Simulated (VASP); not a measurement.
# Sn (I4_1/amd) in VASP: single point with LDA

Aim: the single point of Sn with LDA.

Program: VASP 6.6.1. These are calculated values, not measurements. Logs are shortened: lines on timing, memory, paths and dates and some standing lists are left out, and cuts for length are marked.

## 1. The cell of the first run

The structure is tetragonal, space group I4_1/amd (No. 141). The conventional cell has a = 5.789 Å, b = 5.789 Å, c = 3.123 Å, α = 90.00°, β = 90.00°, γ = 90.00°. Sn (site symmetry -4m2) has 6 Sn at 3.00 to 3.12 Å as nearest neighbours.

## 2. Single point, LDA (relaxed again under DFT LDA, scalar-relativistic, plane waves, PAW)

INCAR

```
SYSTEM = Sn
PREC = Accurate ; ENCUT = 520
EDIFF = 1E-6 ; ISMEAR = 0
SIGMA = 0.1 ; LREAL = .False.
LASPH = .True. ; NELM = 100
ALGO = Fast ; ISIF = 2
LWAVE = .False. ; LCHARG = .False.
GGA = CA ; NBANDS = 21
```

KPOINTS

```
regular mesh
0
Gamma
  16 16 16
  0 0 0
```

POSCAR

```
Sn
1.0
   -2.8943723615      2.8943723615      1.5613687580
    2.8943723615     -2.8943723615      1.5613687580
    2.8943723615      2.8943723615     -1.5613687580
Sn
2
Direct
    0.0000000000      0.0000000000      0.0000000000
    0.7500000000      0.2500000000      0.5000000000
```

Potentials or basis: VASP PAW LDA potentials, release 64 (Sn_d).

Launch:

```console
> cat potpaw_LDA.64/Sn_d/POTCAR > POTCAR
> mpirun -np 1 vasp_std > vasp.out
```

OUTCAR:

```text
SYSTEM = Sn
   PREC = Accurate
   ENCUT = 520
   EDIFF = 1E-6
   ISMEAR = 0
   LREAL = .False.
   LASPH = .True.
   NELM = 100
   ISIF = 2
   GGA = CA

 ion  position               nearest neighbor table
   1  0.000  0.000  0.000-   2 3.00   2 3.00   2 3.00   2 3.00   2 3.72   2 3.72   2 3.72   2 3.72

   2  0.750  0.250  0.500-   1 3.00   1 3.00   1 3.00   1 3.00   1 3.72   1 3.72   1 3.72   1 3.72

  LATTYP: Found a body centered tetragonal cell.
 ALAT       =     5.7887447230
 C/A-ratio  =     0.5394498575

  Lattice vectors:

 A1 = (  -2.8943723615,   2.8943723615,   1.5613687580)
 A2 = (   2.8943723615,  -2.8943723615,   1.5613687580)
 A3 = (   2.8943723615,   2.8943723615,  -1.5613687580)

Analysis of symmetry for initial positions (statically):
=====================================================================
 Subroutine PRICEL returns:
 Original cell was already a primitive cell.

 Routine SETGRP: Setting up the symmetry group for a
 body centered tetragonal supercell.

 Subroutine GETGRP returns: Found 16 space group operations
 (whereof  8 operations were pure point group operations)
 out of a pool of 16 trial point group operations.

The static configuration has the point symmetry D_2d.
 The point group associated with its full space group is D_4h.

Analysis of symmetry for dynamics (positions and initial velocities):
=====================================================================
 Subroutine PRICEL returns:
 Original cell was already a primitive cell.

 Routine SETGRP: Setting up the symmetry group for a
 body centered tetragonal supercell.

 Subroutine GETGRP returns: Found 16 space group operations
 (whereof  8 operations were pure point group operations)
 out of a pool of 16 trial point group operations.

The dynamic configuration has the point symmetry D_2d.
 The point group associated with its full space group is D_4h.

 Subroutine INISYM returns: Found 16 space group operations
 (whereof  8 operations are pure point group operations),
 and found     1 'primitive' translations

----------------------------------------------------------------------------------------

                                     Primitive cell

  volume of cell :      52.3208

  direct lattice vectors                    reciprocal lattice vectors
    -2.894372361  2.894372361  1.561368758     0.000000000  0.172749024  0.320231846
     2.894372361 -2.894372361  1.561368758     0.172749024  0.000000000  0.320231846
     2.894372361  2.894372361 -1.561368758     0.172749024  0.172749024  0.000000000

  length of vectors
     4.380942265  4.380942265  4.380942265     0.363855274  0.363855274  0.244304012

  position of ions in fractional coordinates (direct lattice)
     0.000000000  0.000000000  0.000000000
     0.750000000  0.250000000  0.500000000

  ion indices of the primitive-cell ions
   primitive index   ion index
                 1           1
                 2           2

----------------------------------------------------------------------------------------

 KPOINTS: regular mesh

Automatic generation of k-mesh.
 Grid dimensions read from file:
 generate k-points for:   16   16   16

 Generating k-lattice:

  Cartesian coordinates                     Fractional coordinates (reciprocal lattice)
     0.000000000  0.010796814  0.020014490     0.062500000  0.000000000  0.000000000
     0.010796814  0.000000000  0.020014490     0.000000000  0.062500000  0.000000000
     0.010796814  0.010796814  0.000000000     0.000000000  0.000000000  0.062500000

  Length of vectors
     0.022740955  0.022740955  0.015269001

  Shift w.r.t. Gamma in fractional coordinates (k-lattice)
     0.000000000  0.000000000  0.000000000

 Subroutine IBZKPT returns following result:
 ===========================================

 Found    349 irreducible k-points:

 Following reciprocal coordinates:
            Coordinates               Weight
  0.000000  0.000000  0.000000      1.000000
  0.062500  0.000000 -0.000000      8.000000
  0.125000  0.000000 -0.000000      8.000000
  0.187500  0.000000 -0.000000      8.000000
  0.250000  0.000000 -0.000000      8.000000
  0.312500  0.000000  0.000000      8.000000
[... 16 lines left out ...]
 -0.125000  0.062500  0.000000     16.000000
 -0.062500  0.062500  0.000000      4.000000
 [... further k-points ...]
   k-points           NKPTS =    349   k-points in BZ     NKDIM =    349   number of bands    NBANDS=     21
   number of dos      NEDOS =    301   number of ions     NIONS =      2
   total plane-waves  NPLWV =  46656
   dimension x,y,z NGX =    36 NGY =   36 NGZ =   36
   dimension x,y,z NGXF=    72 NGYF=   72 NGZF=   72
   ions per type =               2
   NGX,Y,Z   is equivalent  to a cutoff of  13.66, 13.66, 13.66 a.u.
   NGXF,Y,Z  is equivalent  to a cutoff of  27.32, 27.32, 27.32 a.u.
 SYSTEM =  Sn
   PREC   = accura    normal or accurate (medium, high low for compatibility)
   ISTART =      0    job   : 0-new  1-cont  2-samecut
   ICHARG =      2    charge: 1-file 2-atom 10-const
   ISPIN  =      1    spin polarized calculation?
   LNONCOLLINEAR =      F non collinear calculations
   LSORBIT =      F    spin-orbit coupling
   LASPH  =      T    aspherical Exc in radial PAW
   ENCUT  =  520.0 eV  38.22 Ry    6.18 a.u.   8.15  8.15  8.15*2*pi/ulx,y,z
   NELM   =    100;   NELMIN=  2; NELMDL= -5     # of ELM steps
   EDIFF  = 0.1E-05   stopping-criterion for ELM
   LREAL  =      F    real-space projection
   EDIFFG = 0.1E-04   stopping-criterion for IOM
   NSW    =      0    number of steps for IOM
   IBRION =     -1    ionic relax: 0-MD 1-quasi-New 2-CG
   NFREE  =      0    steps in history (QN), initial steepest desc. (CG)
   ISIF   =      2    stress and relaxation
   ISYM   =      2    0-nonsym 1-usesym 2-fastsym
   POTIM  = 0.5000    time-step for ionic-motion
   TEBEG  =    0.0;   TEEND  =   0.0 temperature during run
   PSTRESS=    0.0 pullay stress
   NELECT =      28.0000    total number of electrons
   NUPDOWN=      -1.0000    fix difference up-down
   EMIN   =  10.00;   EMAX   =-10.00  energy-range for DOS
   EFERMI =   0.00;   METHOD = LEGACY
   ISMEAR =     0;   SIGMA  =   0.10  broadening in eV -4-tet -1-fermi 0-gaus
   EFERMI_NEDOS =   21; number of points for ismear=-14 and -15
   IALGO  =     68    algorithm
   IMIX   =      4    mixing-type and parameters
     AMIX     =   0.40;   BMIX     =  1.00
     AMIX_MAG =   1.60;   BMIX_MAG =  1.00
  volume/ion in A,a.u.               =      26.16       176.54
  Fermi-wavevector in a.u.,A,eV,Ry     =   1.329136  2.511703 24.036086  1.766602
  Thomas-Fermi vector in A             =   2.458321
   LORBIT       =      0    0 simple, 1 ext, 2 COOP (PROOUT), +10 PAW based schemes
   GGA     = CA    functional components
   LHFCALC =     F    Hartree Fock is set to
   AEXX    =    0.0000 exact exchange contribution
   IVDW    =     0    specifies the selected vdW correction
   LEPSILON=     F    determine dielectric tensor
   LRPA    =     F    only Hartree local field effects (RPA)
 non-spin polarized calculation
 RMM-DIIS sequential band-by-band and
 Gauss-broadening in eV      SIGMA  =   0.10
  energy-cutoff  :      520.00
  volume of cell :       52.32
 maximum number of plane-waves:      1428
 NGX is ok and might be reduce to    36
   NGX = 17   NGY = 17   NGZ = 17

 number of electron      28.0000009 magnetization

 Free energy of the ion-electron system (eV)
  ---------------------------------------------------
  ext. energy  EPLUGINS =         0.00000000
  ---------------------------------------------------
  free energy    TOTEN  =        -8.98432667 eV

  energy without entropy =       -8.97983068  energy(sigma->0) =       -8.98207867

 E-fermi :   8.1684     XC(G=0): -10.7203

 val. band max:        8.1677894744   @ k =  -0.2500   0.1250   0.0000
 cond. band min:       8.1875446841   @ k =   0.4375   0.3750   0.0000
 fundamental gap:      0.0197552098
 Fermi energy:         8.1684135714

 k-point     1 :       0.0000    0.0000    0.0000
  band No.  band energies     occupation
      1     -13.4462      2.00000
      2     -13.3612      2.00000
      3     -13.3071      2.00000
      4     -13.3024      2.00000
      5     -13.1176      2.00000
      6     -13.1176      2.00000
[... 13 lines left out ...]
     20      18.1868      0.00000
     21      18.9017      0.00000

 k-point     2 :       0.0625    0.0000   -0.0000
  band No.  band energies     occupation
      1     -13.4435      2.00000
      2     -13.3516      2.00000
      3     -13.3039      2.00000
      4     -13.2910      2.00000
      5     -13.1252      2.00000
      6     -13.1246      2.00000
[... 13 lines left out ...]
     20      18.1212      0.00000
     21      18.3538      0.00000

 k-point     3 :       0.1250    0.0000   -0.0000
  band No.  band energies     occupation
      1     -13.4352      2.00000
      2     -13.3250      2.00000
      3     -13.2945      2.00000
      4     -13.2605      2.00000
      5     -13.1424      2.00000
      6     -13.1362      2.00000
[... 13 lines left out ...]
     20      17.1134      0.00000
     21      17.1621      0.00000

 k-point     4 :       0.1875    0.0000   -0.0000
  band No.  band energies     occupation
      1     -13.4217      2.00000
      2     -13.2884      2.00000
      3     -13.2804      2.00000
      4     -13.2244      2.00000
      5     -13.1643      2.00000
      6     -13.1403      2.00000
[... 13 lines left out ...]
     20      16.2228      0.00000
     21      16.6814      0.00000

 k-point     5 :       0.2500    0.0000   -0.0000
  band No.  band energies     occupation
      1     -13.4054      2.00000
      2     -13.2646      2.00000
      3     -13.2563      2.00000
      4     -13.2089      2.00000
      5     -13.1865      2.00000
      6     -13.1378      2.00000
[... 13 lines left out ...]
     20      15.5393      0.00000
     21      16.9070      0.00000

 k-point     6 :       0.3125    0.0000    0.0000
  band No.  band energies     occupation
      1     -13.3894      2.00000
      2     -13.2540      2.00000
      3     -13.2410      2.00000
      4     -13.2214      2.00000
      5     -13.2009      2.00000
      6     -13.1534      2.00000
[... 13 lines left out ...]
     20      15.0691      0.00000
     21      17.5108      0.00000

 k-point     7 :       0.3750    0.0000   -0.0000
  band No.  band energies     occupation
      1     -13.3761      2.00000
      2     -13.2568      2.00000
      3     -13.2517      2.00000
      4     -13.2278      2.00000
      5     -13.1987      2.00000
      6     -13.1670      2.00000
[... 13 lines left out ...]
     20      15.5732      0.00000
     21      18.2861      0.00000
[... 291 lines left out ...]
      1     -13.3933      2.00000
      2     -13.2621      2.00000
      3     -13.2548      2.00000
      4     -13.2257      2.00000
      5     -13.1807      2.00000
      6     -13.1434      2.00000
[... 13 lines left out ...]
     20      15.9691      0.00000
     21      16.7678      0.00000

 k-point    21 :      -0.2500    0.0625    0.0000
  band No.  band energies     occupation
      1     -13.4101      2.00000
      2     -13.2924      2.00000
      3     -13.2706      2.00000
      4     -13.2377      2.00000
      5     -13.1615      2.00000
      6     -13.1329      2.00000
[... 13 lines left out ...]
     20      16.5394      0.00000
     21      16.6987      0.00000

 k-point    22 :      -0.1875    0.0625    0.0000
  band No.  band energies     occupation
      1     -13.4253      2.00000
      2     -13.3271      2.00000
      3     -13.2861      2.00000
      4     -13.2685      2.00000
      5     -13.1417      2.00000
      6     -13.1293      2.00000
[... 13 lines left out ...]
     20      17.1730      0.00000
     21      17.4779      0.00000

 k-point    23 :      -0.1250    0.0625    0.0000
  band No.  band energies     occupation
      1     -13.4364      2.00000
      2     -13.3528      2.00000
      3     -13.2980      2.00000
      4     -13.2953      2.00000
      5     -13.1267      2.00000
      6     -13.1206      2.00000
[... 13 lines left out ...]
     20      18.2202      0.00000
     21      18.4615      0.00000

 k-point    24 :      -0.0625    0.0625    0.0000
  band No.  band energies     occupation
      1     -13.4426      2.00000
      2     -13.3618      2.00000
      3     -13.3047      2.00000
      4     -13.3040      2.00000
      5     -13.1194      2.00000
      6     -13.1158      2.00000
[... 13 lines left out ...]
     20      18.4357      0.00000
     21      18.9305      0.00000

 [... further k-points ...]

------------------------ aborting loop because EDIFF is reached ----------------------------------------

  FORCE on cell =-STRESS in cart. coord.  units (eV):
  Direction    XX          YY          ZZ          XY          YZ          ZX
  --------------------------------------------------------------------------------------
  -------------------------------------------------------------------------------------
  Total        0.0115369      0.0115369      0.0098274      0.0000000     -0.0000000      0.0000000
  in kB        0.3532867      0.3532867      0.3009355      0.0000000     -0.0000000      0.0000000
  external PRESSURE =       0.3358363 kB  Pullay stress =       0.0000000 kB

 VOLUME and BASIS-vectors are now :
 -----------------------------------------------------------------------------
  energy-cutoff  :      520.00
  volume of cell :       52.32
      direct lattice vectors                 reciprocal lattice vectors
    -2.894372361  2.894372361  1.561368758     0.000000000  0.172749024  0.320231846
     2.894372361 -2.894372361  1.561368758     0.172749024  0.000000000  0.320231846
     2.894372361  2.894372361 -1.561368758     0.172749024  0.172749024  0.000000000

 POSITION                                       TOTAL-FORCE (eV/Angst)
 -----------------------------------------------------------------------------------
      0.00000      0.00000      0.00000         0.000000      0.000000     -0.000000
      0.00000      2.89437      0.78068        -0.000000     -0.000000      0.000000
 -----------------------------------------------------------------------------------
    total drift:                               -0.000000      0.000000     -0.000000

  FREE ENERGIE OF THE ION-ELECTRON SYSTEM (eV)
  ---------------------------------------------------
  free  energy   TOTEN  =        -8.9843266714 eV

  energy  without entropy=       -8.9798306779  energy(sigma->0) =       -8.98207867
```

Wall time 3.7 min (1 thread of Intel Xeon Platinum 8488C (Sapphire Rapids), shared host); peak memory 0.4 GiB.

Results:

```
Free energy            : -8.9843 eV
Pressure               : 0.0 GPa
Band gap on the k mesh : none (metal or under the smearing width)
```
